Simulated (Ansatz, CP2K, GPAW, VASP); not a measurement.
**Sb: programs and potentials compared**

```
CELL_PARAMETERS angstrom
3.16000 0.00000 0.00000
0.00000 3.16000 0.00000
0.00000 0.00000 3.16000
ATOMIC_POSITIONS crystal
Sb 0.00000 0.00000 0.00000
```

This isn't the form of Sb at room conditions, which is rhombohedral.

Alike in all runs: task single point; functional LDA; k mesh 8 × 8 × 8; occupations gaussian, width 0.1 eV; no spin polarisation; no spin-orbit coupling. LDA stands for any of its common fits. Pressure is positive in compression and, in plane waves, holds the error of the finite cutoff, which Ansatz's Pulay term estimates and takes out.

```csv
program and potentials,plane-wave cutoff (eV),notes,band gap (eV),pressure (GPa)
"Ansatz, Ansatz PAW",420,"potentials made for PBE, which Ansatz adapts in part; 15 valence electrons an atom on average",?,?
"GPAW, the program's PAW data sets (release 1.2.1) made for this functional",600,15 valence electrons an atom on average,no gap,-5.96
"Ansatz, all-electron LAPW, scalar-relativistic",-,-,no gap,-5.69
"VASP, LDA PAW files Sb, 520 eV",520,5 valence electrons an atom on average,no gap,-5.61
"CP2K, GTH_POTENTIALS Sb GTH-PADE-q5; TZVP-MOLOPT-PBE-GTH basis",-,atomic basis; 5 valence electrons an atom on average,no gap,-5.28
```

Question: Estimate from the other rows what the run with Ansatz, Ansatz PAW gave.

Answer: No band gap; pressure -5.72 GPa. Its pressure holds a Pulay term of +0.03 GPa. The other rows, which needn't bracket it: pressure -5.96 to -5.28.
